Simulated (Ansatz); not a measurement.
# PbSe: band gap under strain

How does strain move the band edges of PbSe (rocksalt), and do the functionals agree on it? States: -1.8 % biaxial strain in the (111) plane, free along [111]; -5.6 % shear in the xy plane; -5.5 % strain along x alone.

Program: Ansatz 0.2.0. PAW datasets, plane waves. The values are computed, spin-unpolarised, and not measurements.

## 1. Starting point

The unstrained cell was relaxed with r2SCAN; in each strained cell the atoms were relaxed again with r2SCAN. Names of k-points are those of the unstrained zone, where strain can split equivalent points. First state: -1.8 % biaxial strain in the (111) plane, free along [111].

It is trigonal, R-3m (No. 166); conventional cell a = 4.291 Å, c = 10.891 Å, 28.95 Å³ an atom. Near Pb stand 6 Se at 3.07 Å; near Se stand 6 Pb at 3.07 Å.

The structure in full:

```cif
data_structure
_symmetry_space_group_name_H-M 'R-3m:H'
_symmetry_Int_Tables_number 166
_cell_length_a 4.2912
_cell_length_b 4.2912
_cell_length_c 10.8913
_cell_angle_alpha 90.000
_cell_angle_beta 90.000
_cell_angle_gamma 120.000
_cell_volume 173.69
loop_
_atom_site_label
_atom_site_type_symbol
_atom_site_symmetry_multiplicity
_atom_site_Wyckoff_symbol
_atom_site_fract_x
_atom_site_fract_y
_atom_site_fract_z
_atom_site_occupancy
Pb1 Pb 3 a 0.00000 0.00000 0.00000 1
Se1 Se 3 b 0.66667 0.33333 0.83333 1
```

## 2. -1.8 % biaxial strain in the (111) plane, free along [111]: PBE

input.yaml reads:

```yaml
crystal:
  lattice:
    - [0.0731387202, 3.1074797813, 3.1074797813]
    - [3.1074797813, 0.0731387202, 3.1074797813]
    - [3.1074797813, 3.1074797813, 0.0731387202]
  atoms:
    - { symbol: Pb, position: [0.0, 0.0, 0.0] }
    - { symbol: Se, position: [0.5, 0.5, 0.5] }
kpoints:
  mp_grid: { grid: [8, 8, 8] }
  band_path:
    path:
      - [0.0, 0.0, 0.0]
      - [0.5, 0.0, 0.5]
      - [0.625, 0.25, 0.625]
      - [0.375, 0.375, 0.75]
      - [0.5, 0.5, 0.5]
      - [0.5, 0.25, 0.75]
    npoints: 1
hamiltonian:
  xc: pbe
scf:
  occupations: { method: fermi_dirac, width: 0.02 }
  n_extra_bands: 4
output:
  forces: true
  stress: true
  eigenvalues: true
```

After this run come: -1.8 % biaxial strain in the (111) plane, free along [111]: r2SCAN; -1.8 % biaxial strain in the (111) plane, free along [111]: HSE06; -5.6 % shear in the xy plane: PBE; -5.6 % shear in the xy plane: r2SCAN; -5.6 % shear in the xy plane: HSE06; -5.5 % strain along x alone: PBE; -5.5 % strain along x alone: r2SCAN; -5.5 % strain along x alone: HSE06.

Before running it: what results should come out?

**Answer**, as computed:

Least gap in eV (negative: overlap):

```
                                                     state   PBE  r2SCAN  HSE06
-1.8 % biaxial strain in the (111) plane, free along [111]  0.10    0.37   0.47
                              -5.6 % shear in the xy plane  0.11    0.38   0.50
                               -5.5 % strain along x alone  0.08    0.35   0.46
```

**Reading.** Where both were run, the HSE06 gap lies +0.38 eV from PBE's, each on its own k points. In PBE the gap is least under -5.5 % strain along x alone (0.08 eV) and largest under -5.6 % shear in the xy plane (0.11 eV). Spin-orbit coupling is left out of the table, though the cell holds Pb (Z = 82); in an element this heavy it can shift bands and gaps by tenths of an eV.
